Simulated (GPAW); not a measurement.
# NiO in GPAW: the effect of strain uniaxial z

The system is NiO.

```
CELL_PARAMETERS angstrom
0.00000 2.08590 2.00247
2.08590 0.00000 2.00247
2.08590 2.08590 0.00000
ATOMIC_POSITIONS crystal
Ni 0.00000 0.00000 0.00000
O 0.50000 0.50000 0.50000
```

Alike in all runs:

| Quantity | Value |
| --- | --- |
| Program | GPAW 26.7.0 |
| Task | single point |
| Functional | PBEsol |
| Potentials or basis | PAW data sets generated in the run's folder for this functional |
| Cutoff | 800 eV |
| Basis | pw |
| k mesh | 11 × 11 × 11 |
| Occupations | fermi-dirac, width 0.05 eV |
| Spin | collinear spin, ferromagnetic start |
| Starting moments | [1.0, 0.0] μB |
| Maxiter | 150 |

| strain uniaxial z | pressure (GPa) | moment (μB) |
| --- | --- | --- |
| -0.04 | ? | ? |
| -0.02 | -2.6 | 0.60 |
| -0.01 | -5.0 | 0.57 |
| 0.02 | -6.6 | 1.47 |
| 0.04 | -9.2 | 1.56 |

Problem. What does the run with strain uniaxial z -0.04 give?

Solution. Pressure 2.7 GPa; moment 0.63 μB.

Worked out: A parabola through the other rows of the pressure, of slope -109 GPa per unit of strain uniaxial z there, extrapolates to -1.0 GPa, against the run's 2.7. The moment follows no smooth curve through the other rows.

Caveats: the density grid can change from cell to cell, which puts small steps into energies and stress; the stock nickel data set gives pressures a few GPa off other programs; a cell with one magnetic atom can't hold antiferromagnetic order, which such compounds often take.
